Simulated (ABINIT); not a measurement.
Set up this calculation in ABINIT 10.8.3 (patched build), as the native input.

```yaml
Task: equation of state
Functional: BP86
Dispersion: D3
Potentials_or_basis: JTH PAW PBE v2.0
Cutoff: 544 eV
k_mesh: 10 × 10 × 10
Occupations: fermi-dirac, width 0.05 eV
Spin: no spin polarisation
Fine-grid_cutoff: 1088.46 eV
Exchange_and_correlation_inside_the_PAW_spheres: full angular mesh (pawxcdev 0, this build's default; the released program takes 1)
```

Crystal: ZrC.

```
Zr C
1.0
     0.00000    2.36500    2.36500
     2.36500    0.00000    2.36500
     2.36500    2.36500    0.00000
Zr C
1 1
Cartesian
  2.3650 2.3650 2.3650
  0.0000 0.0000 0.0000
```

One way to write it, as run:

run.abi

```
# Datasets: one volume each
ndtset 7
getwfk -1
scalecart1 3*0.9795861087
scalecart2 3*0.9864848297
scalecart3 3*0.9932883884
scalecart4 3*1.0000000000
scalecart5 3*1.0066227096
scalecart6 3*1.0131594038
scalecart7 3*1.0196128224

# Pseudopotentials
pp_dirpath "./"
pseudos "Zr.GGA_PBE-JTH.xml, C.GGA_PBE-JTH.xml"

# Structure
acell 6.3204064841 6.3204064841 6.3204064841
rprim
     0.0000000000     0.7071067812     0.7071067812
     0.7071067812     0.0000000000     0.7071067812
     0.7071067812     0.7071067812     0.0000000000
ntypat 2
znucl 40 6
natom 2
typat 1 2
xred
     0.5000000000     0.5000000000     0.5000000000
     0.0000000000     0.0000000000     0.0000000000

# Plane-wave basis
ecut 20.0
pawecutdg 40.0

# k points
kptopt 1
ngkpt 10 10 10
nshiftk 1
shiftk 0.0 0.0 0.0

# Exchange and correlation
ixc -106132
vdw_xc 6

# Bands and occupations
nband 12
occopt 3
tsmear 0.05 eV

# SCF cycle
nstep 100
tolvrs 1.0e-9

# Output
iomode 3
prtwf 1
prtden 0
prteig 0
prtebands 0
enunit 2
```

Potentials or basis: JTH PAW PBE v2.0.

Run with:

```console
$ abinit run.abi > log 2>&1
```

It gave:

```json
{
  "Equilibrium volume": "12.62 Å³/atom",
  "Bulk modulus": "239 GPa",
  "Pressure derivative of the bulk modulus": "4.2"
}
```

Caveat: pressures at fixed basis lie under the slope of the energies; the PAW data sets were made with another functional, which shifts forces and pressure a little.

Run time: 100 s on 1 thread of Arm Neoverse V1, with other jobs on the host, peak memory 0.15 GiB.
